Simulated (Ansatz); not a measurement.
# Ta in Ansatz: the effect of functional

Crystal: Ta.

```
Ta
1.0
    -1.61757    1.61757    1.61757
     1.61757   -1.61757    1.61757
     1.61757    1.61757   -1.61757
Ta
1
Direct
  0.00000 0.00000 0.00000
```

The cell isn't the ideal one: volume scaled by 0.94.

Alike in all runs:

* Program: Ansatz 0.2.0
* Task: single point
* Potentials or basis: Ansatz PAW
* k mesh: 11 × 11 × 11
* Occupations: fermi-dirac, width 0.05 eV
* Spin: no spin polarisation

| functional | cutoff | pressure (GPa) |
| --- | --- | --- |
| LDA | 420 eV (not typed: the program's choice for these potentials) | 3.9 |
| r2SCAN | 500 eV (not typed: the program's choice for these potentials) | 14.0 |
| PBE | 420 eV (not typed: the program's choice for these potentials) | ? |

Task: What does the run with functional PBE give?

Result: Pressure 17.2 GPa.

Caveats: the PAW data sets come from PBE, with cores solved anew for the run's functional, which leaves a small shift of forces and pressure (some runs).
